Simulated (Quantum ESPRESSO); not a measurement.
# SiC (Moissanite 6H) (P6_3mc) in Quantum ESPRESSO: further runs

One crystal, SiC (Moissanite 6H), is run at these levels: PBEsol; tasks: single point, equation of state.

Everything below comes from runs of Quantum ESPRESSO 7.5. Logs are shortened: lines on timing, memory, paths and dates and some standing lists are left out, and cuts for length are marked.

## Step 1: The crystal as given

The structure is hexagonal, space group P6_3mc (No. 186). The conventional cell has a = 3.095 Å, b = 3.095 Å, c = 15.170 Å, α = 90.00°, β = 90.00°, γ = 120.00°. Si (site symmetry 3m) has 4 C at 1.90 Å as nearest neighbours. Around Si (site symmetry 3m) lie 4 C at 1.90 Å. Si (site symmetry 3m) has 4 C at 1.90 Å as nearest neighbours. Around C (site symmetry 3m) lie 4 Si at 1.90 Å. C (site symmetry 3m) is surrounded by 4 Si at 1.90 Å. Around C (site symmetry 3m) lie 4 Si at 1.90 Å.

## Step 2: Single point, PBEsol, 9.86 Å³/atom

Contents of pw.in:

```
&CONTROL
  calculation = 'scf'
  prefix = 'pwscf'
  outdir = './tmp'
  pseudo_dir = './pseudo'
  tprnfor = .true.
  tstress = .true.
  disk_io = 'nowf'
/
&SYSTEM
  ibrav = 0
  nat = 12
  ntyp = 2
  ecutwfc = 45
  ecutrho = 360
  nbnd = 33
  occupations = 'smearing'
  smearing = 'fd'
  degauss = 0.00367493
/
&ELECTRONS
  conv_thr = 2.4d-09
  electron_maxstep = 120
  mixing_beta = 0.5
/
ATOMIC_SPECIES
Si    28.0850 si_pbesol_v1.uspp.F.UPF
C     12.0110 c_pbesol_v1.2.uspp.F.UPF
CELL_PARAMETERS angstrom
   3.0318190065    0.0000000000    0.0000000000
  -1.5159095032    2.6256322793    0.0000000000
   0.0000000000    0.0000000000   14.8603212692
ATOMIC_POSITIONS crystal
Si     0.6666666667    0.3333333333    0.4583000000
Si     0.3333333333    0.6666666667    0.9583000000
Si     0.6666666667    0.3333333333    0.7917000000
Si     0.3333333333    0.6666666667    0.2917000000
Si     0.0000000000    0.0000000000    0.6250000000
Si     0.0000000000    0.0000000000    0.1250000000
C      0.6666666667    0.3333333333    0.3333000000
C      0.3333333333    0.6666666667    0.8333000000
C      0.6666666667    0.3333333333    0.6667000000
C      0.3333333333    0.6666666667    0.1667000000
C      0.0000000000    0.0000000000    0.5000000000
C      0.0000000000    0.0000000000    0.0000000000
K_POINTS automatic
10 10 2 0 0 0
```

Potentials or basis: GBRV 1.5 PBEsol.

Started as:

```sh
$ OMP_NUM_THREADS=1 mpirun -n 2 pw.x -nk 2 -in pw.in > pw.out
```

pw.out:

```text
This program is part of the open-source Quantum ESPRESSO suite
     for quantum simulation of materials; please cite
[... 6 lines left out ...]
     using ibrav=0 with symmetry is DISCOURAGED, use correct ibrav instead

     K-points division:     npool     =       2
     Subspace diagonalization in iterative solution of the eigenvalue problem:
     a serial algorithm will be used

     G-vector sticks info
     --------------------
     sticks:   dense  smooth     PW     G-vecs:    dense   smooth      PW
     Sum         817     421    121                92125    32687    5443

     Using Slab Decomposition

     bravais-lattice index     =            0
     lattice parameter (alat)  =       5.7293  a.u.
     unit-cell volume          =     798.2924 (a.u.)^3
     number of atoms/cell      =           12
     number of atomic types    =            2
     number of electrons       =        48.00
     number of Kohn-Sham states=           33
     kinetic-energy cutoff     =      45.0000  Ry
     charge density cutoff     =     360.0000  Ry
     scf convergence threshold =      2.4E-09
     mixing beta               =       0.5000
     number of iterations used =            8  plain     mixing
     Exchange-correlation= SLA  PW   PSX  PSC
                           (   1   4  10   8   0   0   0)

     celldm(1)=   5.729308  celldm(2)=   0.000000  celldm(3)=   0.000000
     celldm(4)=   0.000000  celldm(5)=   0.000000  celldm(6)=   0.000000

     crystal axes: (cart. coord. in units of alat)
               a(1) = (   1.000000   0.000000   0.000000 )
               a(2) = (  -0.500000   0.866025   0.000000 )
               a(3) = (   0.000000   0.000000   4.901454 )

     reciprocal axes: (cart. coord. in units 2 pi/alat)
               b(1) = (  1.000000  0.577350 -0.000000 )
               b(2) = (  0.000000  1.154701  0.000000 )
               b(3) = (  0.000000 -0.000000  0.204021 )

     PseudoPot. # 1 for Si read from file:
     si_pbesol_v1.uspp.F.UPF
     Pseudo is Ultrasoft + core correction, Zval =  4.0
     Generated by new atomic code, or converted to UPF format
     Using radial grid of  899 points,  6 beta functions with:
                l(1) =   0
                l(2) =   0
                l(3) =   1
                l(4) =   1
                l(5) =   2
                l(6) =   2
     Q(r) pseudized with  8 coefficients,  rinner =    0.900   0.900   0.900
                                                       0.900   0.900

     PseudoPot. # 2 for C  read from file:
     c_pbesol_v1.2.uspp.F.UPF
     Pseudo is Ultrasoft + core correction, Zval =  4.0
     Generated by new atomic code, or converted to UPF format
     Using radial grid of  721 points,  4 beta functions with:
                l(1) =   0
                l(2) =   0
                l(3) =   1
                l(4) =   1
     Q(r) pseudized with  8 coefficients,  rinner =    1.100   1.100   1.100

     atomic species   valence    mass     pseudopotential
     Si                4.00    28.08500     Si( 1.00)
     C                 4.00    12.01100     C ( 1.00)

     12 Sym. Ops. (no inversion) found ( 6 have fractional translation)

   Cartesian axes

     site n.     atom                  positions (alat units)
         1        Si     tau(   1) = (   0.5000000   0.2886751   2.2463363  )
         2        Si     tau(   2) = (  -0.0000000   0.5773503   4.6970633  )
         3        Si     tau(   3) = (   0.5000000   0.2886751   3.8804811  )
         4        Si     tau(   4) = (  -0.0000000   0.5773503   1.4297541  )
         5        Si     tau(   5) = (   0.0000000   0.0000000   3.0634087  )
         6        Si     tau(   6) = (   0.0000000   0.0000000   0.6126817  )
         7        C      tau(   7) = (   0.5000000   0.2886751   1.6336546  )
         8        C      tau(   8) = (  -0.0000000   0.5773503   4.0843816  )
         9        C      tau(   9) = (   0.5000000   0.2886751   3.2677994  )
        10        C      tau(  10) = (  -0.0000000   0.5773503   0.8170724  )
        11        C      tau(  11) = (   0.0000000   0.0000000   2.4507270  )
        12        C      tau(  12) = (   0.0000000   0.0000000   0.0000000  )

     number of k points=    28  Fermi-Dirac smearing, width (Ry)=  0.0037
                       cart. coord. in units 2pi/alat
        k(    1) = (   0.0000000   0.0000000   0.0000000), wk =   0.0100000
        k(    2) = (   0.0000000   0.0000000  -0.1020105), wk =   0.0100000
        k(    3) = (   0.0000000   0.1154701   0.0000000), wk =   0.0600000
        k(    4) = (   0.0000000   0.1154701  -0.1020105), wk =   0.0600000
        k(    5) = (   0.0000000   0.2309401   0.0000000), wk =   0.0600000
        k(    6) = (   0.0000000   0.2309401  -0.1020105), wk =   0.0600000
[... 20 lines left out ...]
        k(   27) = (   0.3000000   0.5196152   0.0000000), wk =   0.0600000
        k(   28) = (   0.3000000   0.5196152  -0.1020105), wk =   0.0600000

     Dense  grid:    92125 G-vectors     FFT dimensions: (  36,  36, 180)

     Smooth grid:    32687 G-vectors     FFT dimensions: (  25,  25, 120)

     Initial potential from superposition of free atoms

     starting charge      47.9959, renormalised to      48.0000
     Starting wfcs are   48 randomized atomic wfcs

     Self-consistent Calculation

     iteration #  1     ecut=    45.00 Ry     beta= 0.50
     Davidson diagonalization with overlap
     ethr =  1.00E-02,  avg # of iterations =  3.7

     total energy              =    -125.81068535 Ry
     estimated scf accuracy    <       2.66133275 Ry

     iteration #  2     ecut=    45.00 Ry     beta= 0.50
     Davidson diagonalization with overlap
     ethr =  5.54E-03,  avg # of iterations =  2.0

     total energy              =    -126.42533319 Ry
     estimated scf accuracy    <       0.09045829 Ry

     iteration #  3     ecut=    45.00 Ry     beta= 0.50
     Davidson diagonalization with overlap
     ethr =  1.88E-04,  avg # of iterations =  6.9
[... 50 lines left out ...]
     total energy              =    -126.42974286 Ry
     estimated scf accuracy    <       0.00000003 Ry

     iteration # 11     ecut=    45.00 Ry     beta= 0.50
     Davidson diagonalization with overlap
     ethr =  5.66E-11,  avg # of iterations =  1.8

     total energy              =    -126.42974286 Ry
     estimated scf accuracy    <          3.9E-09 Ry

     iteration # 12     ecut=    45.00 Ry     beta= 0.50
     Davidson diagonalization with overlap
     ethr =  8.16E-12,  avg # of iterations =  2.1

     End of self-consistent calculation

          k = 0.0000 0.0000 0.0000 (  4019 PWs)   bands (ev):

    -5.7959  -5.2563  -5.2083  -3.6439  -3.6105  -1.9969   1.1362   3.6377
     3.6740   7.5953   7.6154   8.8936   8.8936   9.0806   9.0806   9.2016
     9.2016   9.6710   9.6710   9.7661   9.7661  10.0235  10.0697  10.0697
    15.5895  15.7511  16.1856  16.6895  16.8797  17.0799  17.1576  17.1576
    17.7194

          k = 0.0000 0.0000-0.1020 (  4032 PWs)   bands (ev):

    -5.6544  -5.6544  -4.5443  -4.5443  -2.6004  -2.6004   1.9660   1.9660
     5.6179   5.6179   8.9537   8.9537   8.9537   8.9537   9.2888   9.2888
     9.4158   9.4158   9.4158   9.4158   9.9718   9.9718   9.9718   9.9718
    15.6538  15.6538  16.4096  16.4096  17.1700  17.1700  17.2519  17.2519
    17.2519

          k = 0.0000 0.1155 0.0000 (  4045 PWs)   bands (ev):
[... 49 lines left out ...]
    -3.0798  -2.6306  -2.5564  -1.3561  -1.3114  -0.4099   1.8601   2.0832
     2.5359   3.0437   3.2291   4.2481   4.4766   6.0035   6.3820   6.8509
     7.1604   7.2509   7.2978   8.0983   8.3171   8.3555   8.6595   9.0612
    12.2754  12.4333  13.4614  14.0710  14.9970  15.1749  15.6777  16.2805
    16.8801

          k = 0.0000 0.4619-0.1020 (  4080 PWs)   bands (ev):

    -2.9567  -2.9567  -2.0253  -2.0253  -0.6932  -0.6932   2.0310   2.0310
     2.5410   2.5410   3.9280   3.9280   5.0083   5.0083   6.9590   6.9590
     7.0548   7.0548   7.7603   7.7603   8.3216   8.3216   8.8469   8.8469
    12.3534  12.3534  13.7131  13.7131  15.1408  15.1408  16.0205  16.0205
    17.1755

          k = 0.0000-0.5774 0.0000 (  4120 PWs)   bands (ev):

    -2.1284  -1.9656  -1.7475  -1.2314  -1.0794  -0.5896   1.3328   1.6628
     2.0027   2.0116   3.0400   3.2599   5.2522   5.4064   6.7087   6.9008
     7.0450   7.1140   7.1600   7.7412   8.1954   8.2333   8.3346   8.9542
    11.9730  12.1837  13.2488  13.9453  14.6897  14.7842  15.7595  15.9616
    16.7819

          k = 0.0000-0.5774-0.1020 (  4092 PWs)   bands (ev):

    -2.0694  -2.0694  -1.5401  -1.5401  -0.7589  -0.7589   1.3520   1.3520
     2.3982   2.3982   2.8055   2.8055   5.7156   5.7156   6.4533   6.4533
     6.8180   6.8180   7.6292   7.6292   8.3005   8.3005   8.7349   8.7349
    12.0269  12.0269  13.4680  13.4680  15.0150  15.0150  15.6715  15.6716
    17.1186

          k = 0.1000 0.1732 0.0000 (  4064 PWs)   bands (ev):

    -5.2565  -4.7251  -4.6751  -3.1404  -3.1053  -1.5512   1.6347   3.9606
     3.9946   6.7806   6.9489   6.9946   7.0717   7.2407   7.8884   8.1637
     8.2514   8.3302   8.5833   8.8603   8.9314   9.3482   9.4790   9.7971
    15.5113  15.7055  15.7947  16.1438  16.1719  16.7279  17.2014  17.4928
    17.6657

          k = 0.1000 0.1732-0.1020 (  4056 PWs)   bands (ev):

    -5.1167  -5.1167  -4.0224  -4.0224  -2.1257  -2.1257   2.4105   2.4105
     5.6763   5.6763   6.8635   6.8635   7.5002   7.5002   7.7422   7.7422
     8.2989   8.2989   8.9521   8.9521   9.1426   9.1426   9.5853   9.5853
    15.5805  15.5805  15.9765  15.9765  16.4141  16.4141  17.1969  17.1969
    17.8737
[... 99 lines left out ...]
    -1.5452  -1.2771  -1.1831  -0.7168  -0.6779  -0.5495   2.3407   2.3998
     2.5337   2.6001   3.2441   3.2884   3.8112   4.1048   4.4319   4.9441
     5.6517   5.6901   5.9211   6.7720   7.0917   7.5941   7.8175   8.2161
    13.2772  13.8307  13.8808  15.0389  16.0000  16.5474  16.6547  17.2477
    18.2876

          k = 0.3000 0.5196-0.1020 (  4102 PWs)   bands (ev):

    -1.4625  -1.4625  -0.9329  -0.9329  -0.5803  -0.5803   2.3337   2.3337
     2.6967   2.6967   3.0676   3.0676   4.0876   4.0876   4.8061   4.8061
     5.2774   5.2774   6.5725   6.5725   7.5505   7.5505   7.8100   7.8100
    13.6685  13.6685  14.3431  14.3431  15.8891  15.8891  17.3836  17.3836
    18.7479

     the Fermi energy is    11.0160 ev

!    total energy              =    -126.42974286 Ry
     estimated scf accuracy    <          1.4E-10 Ry
     smearing contrib. (-TS)   =      -0.00000000 Ry
     internal energy E=F+TS    =    -126.42974286 Ry

     The total energy is F=E-TS. E is the sum of the following terms:
     one-electron contribution =      36.25783829 Ry
     hartree contribution      =      13.62292281 Ry
     xc contribution           =     -48.74568300 Ry
     ewald contribution        =    -127.56482096 Ry

     convergence has been achieved in  12 iterations

     Forces acting on atoms (cartesian axes, Ry/au):

     atom    1 type  1   force =     0.00000000    0.00000000    0.00254220
     atom    2 type  1   force =     0.00000000   -0.00000000    0.00254220
     atom    3 type  1   force =     0.00000000    0.00000000    0.00120732
     atom    4 type  1   force =     0.00000000    0.00000000    0.00120732
     atom    5 type  1   force =     0.00000000    0.00000000    0.00161365
     atom    6 type  1   force =     0.00000000    0.00000000    0.00161365
     atom    7 type  2   force =     0.00000000    0.00000000   -0.00063831
     atom    8 type  2   force =     0.00000000    0.00000000   -0.00063831
     atom    9 type  2   force =     0.00000000   -0.00000000    0.00127609
     atom   10 type  2   force =     0.00000000    0.00000000    0.00127609
     atom   11 type  2   force =     0.00000000    0.00000000   -0.00600094
     atom   12 type  2   force =    -0.00000000   -0.00000000   -0.00600094

     Total force =     0.009856     Total SCF correction =     0.000003

     Computing stress (Cartesian axis) and pressure

          total   stress  (Ry/bohr**3)                   (kbar)     P=      114.30
   0.00075829  -0.00000000   0.00000000          111.55       -0.00        0.00
  -0.00000000   0.00075829   0.00000000           -0.00      111.55        0.00
   0.00000000   0.00000000   0.00081433            0.00        0.00      119.79

=------------------------------------------------------------------------------=
   JOB DONE.
=------------------------------------------------------------------------------=
```

Wall time 53 s (2 MPI ranks of Arm Neoverse V2, shared host); peak memory 0.56 GiB.

What came out:

* Free energy: -1720.1643 eV
* Pressure: 11.4 GPa
* Largest force: 0.154 eV/Å
* Band gap on the k mesh: 1.90 eV, indirect (least direct gap 3.02 eV)

## Step 3: Single point, PBEsol, 10.07 Å³/atom

Edit pw.in of step 2 so:

```diff
@@ -29,5 +29,5 @@
 CELL_PARAMETERS angstrom
-   3.0318190065    0.0000000000    0.0000000000
-  -1.5159095032    2.6256322793    0.0000000000
-   0.0000000000    0.0000000000   14.8603212692
+   3.0531705480    0.0000000000    0.0000000000
+  -1.5265852740    2.6441232567    0.0000000000
+   0.0000000000    0.0000000000   14.9649748670
 ATOMIC_POSITIONS crystal
```

Potentials or basis: GBRV 1.5 PBEsol.

Started as:

```sh
$ OMP_NUM_THREADS=1 mpirun -n 2 pw.x -nk 2 -in pw.in > pw.out
```

Wall time 53 s (2 MPI ranks of Arm Neoverse V2, shared host); peak memory 0.58 GiB.

Results (log left out):

* Free energy: -1720.3027 eV
* Pressure: 6.1 GPa
* Largest force: 0.150 eV/Å
* Band gap on the k mesh: 1.91 eV, indirect (least direct gap 3.02 eV)

## Step 4: Single point, PBEsol, 10.28 Å³/atom

Edit pw.in of step 3 so:

```diff
@@ -29,5 +29,5 @@
 CELL_PARAMETERS angstrom
-   3.0531705480    0.0000000000    0.0000000000
-  -1.5265852740    2.6441232567    0.0000000000
-   0.0000000000    0.0000000000   14.9649748670
+   3.0742275620    0.0000000000    0.0000000000
+  -1.5371137810    2.6623591657    0.0000000000
+   0.0000000000    0.0000000000   15.0681848517
 ATOMIC_POSITIONS crystal
```

Started as:

```sh
$ OMP_NUM_THREADS=1 mpirun -n 2 pw.x -nk 2 -in pw.in > pw.out
```

It took 50 s on 2 MPI ranks of Arm Neoverse V2, shared host; peak memory 0.58 GiB.

The run converged. Its results:

```
Free energy            : -1720.3606 eV
Pressure               : 1.2 GPa
Largest force          : 0.147 eV/Å
Band gap on the k mesh : 1.91 eV, indirect (least direct gap 3.02 eV)
```

## Step 5: Single point, PBEsol, 10.49 Å³/atom

Edit pw.in of step 4 so:

```diff
@@ -29,5 +29,5 @@
 CELL_PARAMETERS angstrom
-   3.0742275620    0.0000000000    0.0000000000
-  -1.5371137810    2.6623591657    0.0000000000
-   0.0000000000    0.0000000000   15.0681848517
+   3.0950000000    0.0000000000    0.0000000000
+  -1.5475000000    2.6803486247    0.0000000000
+   0.0000000000    0.0000000000   15.1700000000
 ATOMIC_POSITIONS crystal
```

Started as:

```sh
$ OMP_NUM_THREADS=1 mpirun -n 2 pw.x -nk 2 -in pw.in > pw.out
```

Run time: 51 s. Hardware: 2 MPI ranks of Arm Neoverse V2, shared host; peak memory 0.58 GiB.

It converged, with:

| Item | Value |
| --- | --- |
| Free energy | -1720.3457 eV |
| Pressure | -3.2 GPa |
| Largest force | 0.143 eV/Å |
| Band gap on the k mesh | 1.92 eV, indirect (least direct gap 3.02 eV) |

## Step 6: Single point, PBEsol, 10.70 Å³/atom

Edit pw.in of step 5 so:

```diff
@@ -29,5 +29,5 @@
 CELL_PARAMETERS angstrom
-   3.0950000000    0.0000000000    0.0000000000
-  -1.5475000000    2.6803486247    0.0000000000
-   0.0000000000    0.0000000000   15.1700000000
+   3.1154972861    0.0000000000    0.0000000000
+  -1.5577486430    2.6980997952    0.0000000000
+   0.0000000000    0.0000000000   15.2704665040
 ATOMIC_POSITIONS crystal
```

Potentials or basis: GBRV 1.5 PBEsol.

Started as:

```sh
$ OMP_NUM_THREADS=1 mpirun -n 2 pw.x -nk 2 -in pw.in > pw.out
```

Wall time 47 s (2 MPI ranks of Arm Neoverse V2, shared host); peak memory 0.6 GiB.

It converged, with:

```
Free energy            : -1720.2650 eV
Pressure               : -7.2 GPa
Largest force          : 0.140 eV/Å
Band gap on the k mesh : 1.92 eV, indirect (least direct gap 3.02 eV)
```

## Step 7: Single point, PBEsol, 10.91 Å³/atom

Edit pw.in of step 6 so:

```diff
@@ -29,5 +29,5 @@
 CELL_PARAMETERS angstrom
-   3.1154972861    0.0000000000    0.0000000000
-  -1.5577486430    2.6980997952    0.0000000000
-   0.0000000000    0.0000000000   15.2704665040
+   3.1357283548    0.0000000000    0.0000000000
+  -1.5678641774    2.7156204146    0.0000000000
+   0.0000000000    0.0000000000   15.3696281560
 ATOMIC_POSITIONS crystal
```

Started as:

```sh
$ OMP_NUM_THREADS=1 mpirun -n 2 pw.x -nk 2 -in pw.in > pw.out
```

It took 53 s on 2 MPI ranks of Arm Neoverse V2, shared host; peak memory 0.6 GiB.

The run converged. Its results:

```yaml
Free_energy: -1720.1245 eV
Pressure: -10.8 GPa
Largest_force: 0.137 eV/Å
Band_gap_on_the_k_mesh: 1.93 eV, indirect (least direct gap 3.01 eV)
```

## Step 8: Single point, PBEsol, 11.12 Å³/atom

Edit pw.in of step 7 so:

```diff
@@ -29,5 +29,5 @@
 CELL_PARAMETERS angstrom
-   3.1357283548    0.0000000000    0.0000000000
-  -1.5678641774    2.7156204146    0.0000000000
-   0.0000000000    0.0000000000   15.3696281560
+   3.1557016854    0.0000000000    0.0000000000
+  -1.5778508427    2.7329178263    0.0000000000
+   0.0000000000    0.0000000000   15.4675265161
 ATOMIC_POSITIONS crystal
```

Started as:

```sh
$ OMP_NUM_THREADS=1 mpirun -n 2 pw.x -nk 2 -in pw.in > pw.out
```

It took 49 s on 2 MPI ranks of Arm Neoverse V2, shared host; peak memory 0.62 GiB.

The run converged. Its results:

| Quantity | Value |
| --- | --- |
| Free energy | -1719.9300 eV |
| Pressure | -14.1 GPa |
| Largest force | 0.134 eV/Å |
| Band gap on the k mesh | 1.93 eV, indirect (least direct gap 3.01 eV) |

## Step 9: Equation of state, PBEsol

Potentials or basis: GBRV 1.5 PBEsol.

This step only gathers the single runs of the series.

Results:

* Equilibrium volume: 10.34 Å³/atom
* Bulk modulus at fixed shape and positions: 222 GPa
* Pressure derivative of the bulk modulus: 3.9

Energy against volume, from the lowest point:
```
volume (Å³/atom)  energy (meV/atom)
           9.858              16.36
          10.068               4.83
          10.277               0.00
          10.487               1.24
          10.697               7.97
          10.907              19.68
          11.116              35.89
```

Caveat: the cell was scaled at fixed shape and fractional positions, which overstates the stiffness of a crystal with free parameters, most of all of layers and chains.
